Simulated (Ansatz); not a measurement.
# Platinum, fcc under r²SCAN: testing the plane-wave cutoff

Aim: find which plane-wave cutoff is enough for energy and pressure. The geometry was relaxed under r²SCAN beforehand and stays fixed; 9 values are run, from 150 to 800 eV. Wanted are the values from which on the energy stays within 10 and 1 meV/atom, and the pressure within 0.5 GPa, of the last run. Within the series other settings stay, but some runs also write fields, which adds to their time. Spin polarisation is left out.

Program: Ansatz 0.2.0. Level of theory: DFT r²SCAN, plane waves with PAW, scalar-relativistic. These are calculated values, not measurements.

## 1. The starting structure

Symmetry: Fm-3m, No. 225, cubic system. Conventional cell: a = 3.941 Å, b = 3.941 Å, c = 3.941 Å, α = 90.00°, β = 90.00°, γ = 90.00°. Pt (site symmetry m-3m) is surrounded by 12 Pt at 2.79 Å.

As a file:

```xyz
1
Lattice="0.0000 1.9706 1.9706 1.9706 0.0000 1.9706 1.9706 1.9706 0.0000" Properties=species:S:1:pos:R:3 pbc="T T T"
Pt    0.0000    0.0000    0.0000
```

## 2. A run at the usual settings, for scale

The input, input.yaml:

```yaml
crystal:
  lattice:
    - [0.0, 1.9705765473, 1.9705765473]
    - [1.9705765473, 0.0, 1.9705765473]
    - [1.9705765473, 1.9705765473, 0.0]
  atoms:
    - { symbol: Pt, position: [0.0, 0.0, 0.0] }
hamiltonian:
  xc: r2scan
  pseudopotentials:
    kind: paw
    azcp:
      Pt: "pseudopotentials/Pt.paw.azcp"
basis:
  ecutwfc: 500
  fft_grid_basis: typed
kpoints:
  mp_grid: { grid: [22, 22, 22], shift: [0, 0, 0] }
magnetization:
  spin_polarized: false
scf:
  occupations: { method: fermi_dirac, width: 0.1 }
  lower_state_search: "off"
output:
  stress: true
  write_density: true
  write_potential: true
  elf: true
  volumetric_format: npy
```

Started as:

```console
$ ansatz run input.yaml --threads 2 --pin off --max-ram 5120MiB --backend cpu --events-out ev --progress --plain --runs-dir out
```

What it wrote, cut to the lines that bear on the results:

```text
Warning: RAYON_NUM_THREADS=2 ignored (pool sized by the plan → 2); use --threads N
[...]
Pseudopotentials: kind: paw
Pseudopotential: Pt, paw, valence charge 18, recommended cutoff 500 eV (meta_gga), <dir>
Functional definition: r2SCAN
[...]
Crystal: 1 atoms, lattice volume = 15.304 Å³
Basis set: ecut = 500 eV, 387 PW (Γ), exchange–correlation on 96×96×96 points (64 copies of the dense FFT grid, shifted against one another)
Bands: 13, of which v1, the nominal top of the filled ones, is band 9 counted from 1 (8 counted from 0)
Symmetry: 48 space group operations
Space group: Fm-3m (ITA 225), of the structure as read, at distance tolerance 2.5e-5 Å
k-points: 328 of 10648
[...]
SCF iter   1: F=-12536.806248 eV  HF=-12536.811973 eV  |F-HF|=5.73e-3  |Δ(HF+E_count)|=         —  Δρ=1.37e-2  dr2=2.25e-2  dr2_τ=1.10e-2  ethr=1.77e-3  ⟨swp⟩=5.0  Hψ=24567  notcnv=0
[...]
SCF iter   6: F=-12536.816473 eV  HF=-12536.816473 eV  |F-HF|=8.52e-9  |Δ(HF+E_count)|=   9.47e-8  Δρ=2.04e-5  dr2=3.39e-8  dr2_τ=2.69e-9  ethr=5.56e-10  ⟨swp⟩=7.7  Hψ=25033  notcnv=0
[...]
SCF converged after 6 iterations
Free energy (F): -12536.816473 eV
[...]
E sigma→0 (E₀):  -12536.790579 eV
Entropy (-TS):   -0.051787 eV (-51.787 meV/atom)
Fermi energy:    22.685141 eV
[...]
--- Stress (GPa, compression-positive) ---
        0.115062       0.000000      -0.000000
        0.000000       0.115062      -0.000000
       -0.000000       0.000000       0.115062
  P = ⅓ Tr σ = 0.1151 GPa (1.151 kbar)
--- Band table (eV; the first three rows and the last of 328) ---
  k-point 0: bands = ["-77.8176", "-31.2015", "-31.2015", "-31.2015", "12.3742", "18.8513", "18.8513", "18.8513", "20.9644", "20.9644", "38.0663", "43.1432", "43.1432"]
[...]
```

It took 4.9 s on 2 threads of Arm Neoverse V2, shared host; peak memory 0.41 GiB.

## 3. With a cutoff of 150 eV

The run at 150 eV.

input.yaml, as its differences from that of step 2:

```diff
@@ -14,6 +14,6 @@
 basis:
-  ecutwfc: 500
+  ecutwfc: 150
   fft_grid_basis: typed
 kpoints:
-  mp_grid: { grid: [22, 22, 22], shift: [0, 0, 0] }
+  mp_grid: { grid: [14, 14, 14], shift: [0, 0, 0] }
 magnetization:
```

Started as:

```console
$ ansatz run input.yaml --threads 2 --pin off --max-ram 5120MiB --backend cpu --events-out ev --progress --plain --runs-dir out
```

What it wrote, cut to the lines that bear on the results:

```text
Warning: basis.ecutwfc = 150 eV is below the records' recommended 500 eV, and the density's cutoff is lower with it unless basis.ecutrho_ratio is high enough to keep the records' density cutoff: compare with a run at a higher cutoff
Warning: RAYON_NUM_THREADS=2 ignored (pool sized by the plan → 2); use --threads N
[...]
[... 3 set-up lines as earlier in the session ...]
[...]
Crystal: 1 atoms, lattice volume = 15.304 Å³
Basis set: ecut = 150 eV, 59 PW (Γ), exchange–correlation on 48×48×48 points (64 copies of the dense FFT grid, shifted against one another)
Bands: 13, of which v1, the nominal top of the filled ones, is band 9 counted from 1 (8 counted from 0)
[... 2 set-up lines as earlier in the session ...]
k-points: 104 of 2744
[...]
SCF iter   1: F=-12477.684999 eV  HF=-12493.440078 eV  |F-HF|=1.58e1  |Δ(HF+E_count)|=         —  Δρ=4.37e-1  dr2=1.95e1  dr2_τ=5.24e0  ethr=1.77e-3  ⟨swp⟩=4.9  Hψ=6792  notcnv=0
[...]
SCF iter   8: F=-12484.124568 eV  HF=-12484.124568 eV  |F-HF|=6.91e-11  |Δ(HF+E_count)|=   1.24e-9  Δρ=8.74e-7  dr2=1.14e-10  dr2_τ=8.29e-12  ethr=4.84e-11  ⟨swp⟩=3.6  Hψ=5667  notcnv=0
[...]
SCF converged after 8 iterations
Free energy (F): -12484.124568 eV
[...]
E sigma→0 (E₀):  -12484.108811 eV
Entropy (-TS):   -0.031513 eV (-31.513 meV/atom)
Fermi energy:    23.038818 eV
[...]
--- Stress (GPa, compression-positive) ---
      -87.897675       0.000000      -0.000000
       -0.000000     -87.897675      -0.000000
       -0.000000       0.000000     -87.897675
  P = ⅓ Tr σ = -87.8977 GPa (-878.977 kbar)
--- Band table (eV; the first three rows and the last of 104) ---
  k-point 0: bands = ["-86.8619", "-36.2397", "-36.2397", "-36.2397", "13.4110", "19.4505", "19.4505", "19.4505", "23.0078", "23.0078", "39.2367", "44.8501", "44.8501"]
[...]
```

Run time: 0.75 s. Hardware: 2 threads of Arm Neoverse V2, shared host; peak memory 0.25 GiB.

## 4. With a cutoff of 200 eV

The run at 200 eV.

input.yaml, as its differences from that of step 3:

```diff
@@ -14,3 +14,3 @@
 basis:
-  ecutwfc: 150
+  ecutwfc: 200
   fft_grid_basis: typed
@@ -25,5 +25 @@
   stress: true
-  write_density: true
-  write_potential: true
-  elf: true
-  volumetric_format: npy
```

Started as:

```console
$ ansatz run input.yaml --threads 2 --pin off --max-ram 5120MiB --backend cpu --events-out ev --progress --plain --runs-dir out
```

What it wrote, cut to the lines that bear on the results:

```text
Warning: basis.ecutwfc = 200 eV is below the records' recommended 500 eV, and the density's cutoff is lower with it unless basis.ecutrho_ratio is high enough to keep the records' density cutoff: compare with a run at a higher cutoff
Warning: RAYON_NUM_THREADS=2 ignored (pool sized by the plan → 2); use --threads N
[...]
[... 3 set-up lines as earlier in the session ...]
[...]
Crystal: 1 atoms, lattice volume = 15.304 Å³
Basis set: ecut = 200 eV, 113 PW (Γ), exchange–correlation on 60×60×60 points (64 copies of the dense FFT grid, shifted against one another)
Bands: 13, of which v1, the nominal top of the filled ones, is band 9 counted from 1 (8 counted from 0)
[... 2 set-up lines as earlier in the session ...]
k-points: 104 of 2744
[...]
SCF iter   1: F=-12524.933408 eV  HF=-12526.227352 eV  |F-HF|=1.29e0  |Δ(HF+E_count)|=         —  Δρ=1.57e-1  dr2=1.83e0  dr2_τ=8.53e-1  ethr=1.77e-3  ⟨swp⟩=4.5  Hψ=6860  notcnv=0
[...]
SCF iter   7: F=-12525.580246 eV  HF=-12525.580246 eV  |F-HF|=5.48e-10  |Δ(HF+E_count)|=   1.19e-7  Δρ=3.54e-6  dr2=1.41e-9  dr2_τ=8.73e-11  ethr=5.56e-10  ⟨swp⟩=4.0  Hψ=4051  notcnv=0
[...]
SCF converged after 7 iterations
Free energy (F): -12525.580246 eV
[...]
E sigma→0 (E₀):  -12525.552768 eV
Entropy (-TS):   -0.054955 eV (-54.955 meV/atom)
Fermi energy:    22.590418 eV
[...]
--- Stress (GPa, compression-positive) ---
       -4.536880       0.000000       0.000000
        0.000000      -4.536880      -0.000000
        0.000000       0.000000      -4.536880
  P = ⅓ Tr σ = -4.5369 GPa (-45.369 kbar)
```

Wall time 0.68 s (2 threads of Arm Neoverse V2, shared host); peak memory 0.26 GiB.

## 5. With a cutoff of 250 eV

The run at 250 eV.

input.yaml, as its differences from that of step 4:

```diff
@@ -14,3 +14,3 @@
 basis:
-  ecutwfc: 200
+  ecutwfc: 250
   fft_grid_basis: typed
@@ -25 +25,5 @@
   stress: true
+  write_density: true
+  write_potential: true
+  elf: true
+  volumetric_format: npy
```

Started as:

```console
$ ansatz run input.yaml --threads 2 --pin off --max-ram 5120MiB --backend cpu --events-out ev --progress --plain --runs-dir out
```

What it wrote, cut to the lines that bear on the results:

```text
Warning: basis.ecutwfc = 250 eV is below the records' recommended 500 eV, and the density's cutoff is lower with it unless basis.ecutrho_ratio is high enough to keep the records' density cutoff: compare with a run at a higher cutoff
Warning: RAYON_NUM_THREADS=2 ignored (pool sized by the plan → 2); use --threads N
[...]
[... 3 set-up lines as earlier in the session ...]
[...]
Crystal: 1 atoms, lattice volume = 15.304 Å³
Basis set: ecut = 250 eV, 137 PW (Γ), exchange–correlation on 60×60×60 points (64 copies of the dense FFT grid, shifted against one another)
Bands: 13, of which v1, the nominal top of the filled ones, is band 9 counted from 1 (8 counted from 0)
[... 2 set-up lines as earlier in the session ...]
k-points: 104 of 2744
[...]
SCF iter   1: F=-12535.265267 eV  HF=-12535.271551 eV  |F-HF|=6.28e-3  |Δ(HF+E_count)|=         —  Δρ=4.26e-2  dr2=7.87e-2  dr2_τ=7.01e-2  ethr=1.77e-3  ⟨swp⟩=4.5  Hψ=7062  notcnv=0
[...]
SCF iter   6: F=-12535.278476 eV  HF=-12535.278476 eV  |F-HF|=4.84e-9  |Δ(HF+E_count)|=   7.72e-7  Δρ=1.06e-5  dr2=9.62e-9  dr2_τ=9.41e-10  ethr=5.56e-10  ⟨swp⟩=7.8  Hψ=8335  notcnv=0
[...]
SCF converged after 6 iterations
Free energy (F): -12535.278476 eV
[...]
E sigma→0 (E₀):  -12535.253909 eV
Entropy (-TS):   -0.049134 eV (-49.134 meV/atom)
Fermi energy:    22.696848 eV
[...]
--- Stress (GPa, compression-positive) ---
        3.267060      -0.000000      -0.000000
        0.000000       3.267060       0.000000
        0.000000       0.000000       3.267060
  P = ⅓ Tr σ = 3.2671 GPa (32.671 kbar)
--- Band table (eV; the first three rows and the last of 104) ---
  k-point 0: bands = ["-78.3560", "-31.5183", "-31.5183", "-31.5183", "12.3899", "18.8154", "18.8154", "18.8154", "21.0296", "21.0296", "38.1163", "43.2723", "43.2723"]
[...]
```

It took 0.83 s on 2 threads of Arm Neoverse V2, shared host; peak memory 0.27 GiB.

## 6. With a cutoff of 300 eV

The run at 300 eV.

input.yaml, as its differences from that of step 5:

```diff
@@ -14,3 +14,3 @@
 basis:
-  ecutwfc: 250
+  ecutwfc: 300
   fft_grid_basis: typed
```

Started as:

```console
$ ansatz run input.yaml --threads 2 --pin off --max-ram 5120MiB --backend cpu --events-out ev --progress --plain --runs-dir out
```

What it wrote, cut to the lines that bear on the results:

```text
Warning: basis.ecutwfc = 300 eV is below the records' recommended 500 eV, and the density's cutoff is lower with it unless basis.ecutrho_ratio is high enough to keep the records' density cutoff: compare with a run at a higher cutoff
Warning: RAYON_NUM_THREADS=2 ignored (pool sized by the plan → 2); use --threads N
[...]
[... 3 set-up lines as earlier in the session ...]
[...]
Crystal: 1 atoms, lattice volume = 15.304 Å³
Basis set: ecut = 300 eV, 169 PW (Γ), exchange–correlation on 64×64×64 points (64 copies of the dense FFT grid, shifted against one another)
Bands: 13, of which v1, the nominal top of the filled ones, is band 9 counted from 1 (8 counted from 0)
[... 2 set-up lines as earlier in the session ...]
k-points: 104 of 2744
[...]
SCF iter   1: F=-12536.662158 eV  HF=-12536.658794 eV  |F-HF|=3.36e-3  |Δ(HF+E_count)|=         —  Δρ=1.63e-2  dr2=1.93e-2  dr2_τ=1.13e-2  ethr=1.77e-3  ⟨swp⟩=4.6  Hψ=7305  notcnv=0
[...]
SCF iter   6: F=-12536.667574 eV  HF=-12536.667574 eV  |F-HF|=3.26e-9  |Δ(HF+E_count)|=   6.20e-7  Δρ=6.29e-6  dr2=2.69e-9  dr2_τ=3.00e-10  ethr=5.56e-10  ⟨swp⟩=8.0  Hψ=8685  notcnv=0
[...]
SCF converged after 6 iterations
Free energy (F): -12536.667574 eV
[...]
E sigma→0 (E₀):  -12536.642413 eV
Entropy (-TS):   -0.050324 eV (-50.324 meV/atom)
Fermi energy:    22.665403 eV
[...]
--- Stress (GPa, compression-positive) ---
       -0.591427       0.000000       0.000000
        0.000000      -0.591427      -0.000000
       -0.000000       0.000000      -0.591427
  P = ⅓ Tr σ = -0.5914 GPa (-5.914 kbar)
--- Band table (eV; the first three rows and the last of 104) ---
  k-point 0: bands = ["-77.9000", "-31.2562", "-31.2562", "-31.2562", "12.3780", "18.8473", "18.8473", "18.8473", "20.9496", "20.9496", "38.0704", "43.1615", "43.1615"]
[...]
```

It took 1.1 s on 2 threads of Arm Neoverse V2, shared host; peak memory 0.28 GiB.

(Part 1 of 2 ends here.)
